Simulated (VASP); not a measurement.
Here is a VASP 6.6.1 calculation.

INCAR

```
SYSTEM = Sb2Pt
PREC = Accurate ; ENCUT = 600
EDIFF = 1E-6 ; ISMEAR = -1
SIGMA = 0.05 ; LREAL = .False.
LASPH = .True. ; NELM = 60
ALGO = Fast ; ISIF = 3
LWAVE = .False. ; LCHARG = .False.
GGA = PE ; IBRION = 2
NSW = 60 ; EDIFFG = -0.02
KPAR = 4
```

Contents of KPOINTS:

```
regular mesh
0
Gamma
  4 4 4
  0 0 0
```

The input POSCAR:

```
Sb2Pt
1.0
    6.4423000000      0.0000000000      0.0000000000
    0.0000000000      6.4423000000      0.0000000000
    0.0000000000      0.0000000000      6.4423000000
Pt Sb
4 8
Direct
    0.0000000000      0.5000000000      0.5000000000
    0.5000000000      0.5000000000      0.0000000000
    0.5000000000      0.0000000000      0.5000000000
    0.0000000000      0.0000000000      0.0000000000
    0.3753000000      0.1247000000      0.8753000000
    0.1247000000      0.8753000000      0.3753000000
    0.8753000000      0.3753000000      0.1247000000
    0.6247000000      0.6247000000      0.6247000000
    0.6247000000      0.8753000000      0.1247000000
    0.8753000000      0.1247000000      0.6247000000
    0.1247000000      0.6247000000      0.8753000000
    0.3753000000      0.3753000000      0.3753000000
```

Potentials or basis: VASP PAW PBE potentials, release 64 (Pt, Sb).

Launch:

```sh
$ cat potpaw_PBE.64/Pt/POTCAR potpaw_PBE.64/Sb/POTCAR > POTCAR
$ mpirun -np 4 vasp_std > vasp.out
```

Predict the space group after relaxing (to 0.05 Å).

Pa-3 (No. 205).

Estimate the band gap on the k mesh.

none (metal or under the smearing width).

Predict the relaxed volume.

23.41 Å³/atom.

Forces on the atoms (eV/Å):
```
Pt   0.000  0.000  0.000
Pt   0.000  0.000  0.000
Pt   0.000  0.000  0.000
Pt   0.000  0.000  0.000
Sb  -0.011  0.011 -0.011
Sb   0.011 -0.011 -0.011
Sb  -0.011 -0.011  0.011
Sb   0.011  0.011  0.011
Sb   0.011 -0.011  0.011
Sb  -0.011  0.011  0.011
Sb   0.011  0.011 -0.011
Sb  -0.011 -0.011 -0.011
```

Spin-orbit coupling is left out, which matters for the levels of Pt, Sb. PBE usually gives volumes a little too large and moduli too small.
